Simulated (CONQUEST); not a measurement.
**BN under changes of volume**

One of the cells (5.959 Å³/atom); the others are scaled copies at fixed shape and fractional positions:

```
N B
1.0
     2.56397    0.00000    0.00000
     0.00000    2.56397    0.00000
     0.00000    0.00000    3.62600
N B
2 2
Direct
  0.00000 0.50000 0.75000
  0.50000 0.00000 0.25000
  0.00000 0.00000 0.00000
  0.50000 0.50000 0.50000
```

The cell is a database's computed one.

| Item | Value |
| --- | --- |
| Program | CONQUEST 1.3 |
| Functional | PBEsol |
| Potentials or basis | PseudoDojo NC PBEsol, DZP, grid of 32 × 32 × 40 points |
| k mesh | 10 × 10 × 7 |
| Occupations | fermi-dirac, width 0.05 eV |
| Spin | no spin polarisation |

| volume (Å³/atom) | energy over the lowest point (meV/atom) | pressure (GPa) | gap on the mesh (eV) |
| --- | --- | --- | --- |
| 5.602 | ? | ? | ? |
| 5.721 | 5.99 | 12.6 | 4.40 |
| 5.840 | 0.00 | 3.9 | 4.38 |
| 5.959 | 0.11 | -3.9 | 4.35 |
| 6.078 | 5.47 | -10.4 | 4.33 |
| 6.198 | 15.68 | -17.1 | 4.30 |
| 6.317 | 30.63 | -22.9 | 4.28 |

Question: What does the run at 5.602 Å³/atom give?

Answer: Energy over the lowest point 18.83 meV/atom; pressure 22.1 GPa; gap on the mesh 4.43 eV.

Worked out: A Birch-Murnaghan fit of order 3 (a polynomial in V^(-2/3)) to the other rows has its minimum at 5.90 Å³/atom with B0 = V·E''(V) = 374 GPa and B' = 3.3. It gives 18.24 meV/atom at 5.602 Å³/atom, against the run's 18.83, and -dE/dV = 21.1 GPa, against 22.1. A straight line through the other rows of the gap, of slope -1.24 eV per unit of ln V, extrapolates to 4.43 eV, against the run's 4.43.

Energies are extrapolated to zero smearing.

Caveats: an odd mesh through Γ misses points on the zone boundary, where band edges often lie; the basis of atomic orbitals isn't converged, which shifts pressures, moduli and gaps; the real-space grid breaks the cell's symmetry a little.
